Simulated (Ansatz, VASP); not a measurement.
## Rb in VASP and in Ansatz

```
Rb
1.0
    -2.72182    2.72182    2.84809
     2.72182   -2.72182    2.84809
     2.72182    2.72182   -2.84809
Rb
1
Cartesian
  0.0000 0.0000 0.0000
```

Change from the starting cell: strain -0.030 along x and y, +0.015 along z, atoms carried along.

Alike in both runs: task single point; functional PBE; k mesh 12 × 12 × 12; occupations gaussian, width 0.15 eV; no spin polarisation.

|  | VASP | Ansatz |
| --- | --- | --- |
| version | VASP 6.6.1 | Ansatz 0.2.0 |
| potentials or method | VASP PAW PBE potentials, release 64 (Rb_sv) | scalar-relativistic, plane waves, PAW |
| plane-wave cutoff (eV) | 520 | 420 |
| valence electrons in the cell | 9 | 9 |

```tsv
	VASP	Ansatz	Ansatz less VASP
gap on the k mesh at the Fermi level (eV)	none	none	-
pressure (GPa)	0.2	0.2	0.00
```

A gap of «none» marks a metal or a gap that the smearing closes. The functional is the same, so the differences come from potentials, cutoffs and numerics.
